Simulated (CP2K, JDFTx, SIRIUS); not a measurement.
**Zr: 3 runs at one level of theory**

```
CELL_PARAMETERS angstrom
3.23200 0.00000 0.00000
-1.61600 2.79899 0.00000
0.00000 0.00000 5.14700
ATOMIC_POSITIONS crystal
Zr 0.66667 0.33333 0.75000
Zr 0.33333 0.66667 0.25000
```

Alike in all runs: task single point; functional LDA; k mesh 9 × 9 × 5; occupations fermi-dirac, width 0.05 eV; no spin polarisation; no spin-orbit coupling. LDA stands for any of its common fits. Pressure is positive in compression and, in plane waves, holds the error of the finite cutoff.

| program and potentials | plane-wave cutoff (eV) | notes | pressure (GPa) |
| --- | --- | --- | --- |
| JDFTx, PseudoDojo-SR-LDA-0.4.1-standard with smoothed tails | 952 | - | -6.00 |
| SIRIUS, PseudoDojo 0.4.1 PBE standard (scalar relativistic) | 915 | potentials made for PBE | -5.88 |
| CP2K, POTENTIAL_UZH Zr GTH-PBE-q12; TZVP-MOLOPT-PBE-GTH basis | - | atomic basis; potentials made for PBE | -4.92 |

The pressure spans -6.00 (JDFTx, PseudoDojo-SR-LDA-0.4.1-standard with smoothed tails) to -4.92 GPa (CP2K, POTENTIAL_UZH Zr GTH-PBE-q12; TZVP-MOLOPT-PBE-GTH basis). Rows in atomic bases carry the error of their basis and grid, which can be large.

Differences between rows come from potentials, basis sets and numerical settings, since the functional is the same but for its coding. Runs on potential files found faulty are left out.
